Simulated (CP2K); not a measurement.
Runs of CP2K 2026.2 on Ga2O3. Symmetry: C2/m, No. 12, monoclinic system. The conventional cell has a = 5.366 Å, b = 3.100 Å, c = 7.688 Å, α = 90.00°, β = 90.17°, γ = 90.00°. Around Ga (site symmetry m) lie 6 O at 2.06 to 2.31 Å. O (site symmetry 2/m) has 6 Ga at 2.30 to 2.31 Å as nearest neighbours. Around O (site symmetry m) lie 3 Ga at 2.06 to 2.07 Å. The cell was built by a generator and needn't be a form met in nature.

```csv
level,cutoff of the non-local correlation (Ry),gap on the mesh (eV),pressure (GPa),largest force (eV/Å)
vdW-DF2,300,1.36,-10.4,3.11
AM05,-,1.43,-21.4,(a)
LDA,-,1.31,-24.8,3.65
PBE,-,1.45,-17.7,(d)
TPSS,-,1.55,-21.1,3.65
revPBE,-,1.52,(b),3.39
PBEsol,-,1.39,(c),3.56
```

Alike in all rows: task band structure; potentials or basis POTENTIAL_UZH Ga GTH-PBE-q13, O GTH-PBE-q6; DZVP-MOLOPT-PBE-GTH basis; no spin polarisation; cell as given; k mesh 10 × 10 × 4; smearing fermi-dirac 0.05 eV.

Task: Estimate the missing entries.

Result: (a) 3.55; (b) -15.7; (c) -21.9; (d) 3.41.

Caveats: the basis of atomic orbitals isn't converged, which shifts pressures, moduli and gaps; the potentials were made for another functional, which shifts forces and pressure (some runs); forces of over 1 eV/Å show positions far from the minimum, so gaps and moduli don't describe the material at rest (some runs).

A k mesh can miss the band edges, and the runs leave out spin-orbit coupling on Ga.

Not every run made on this cell is shown here.
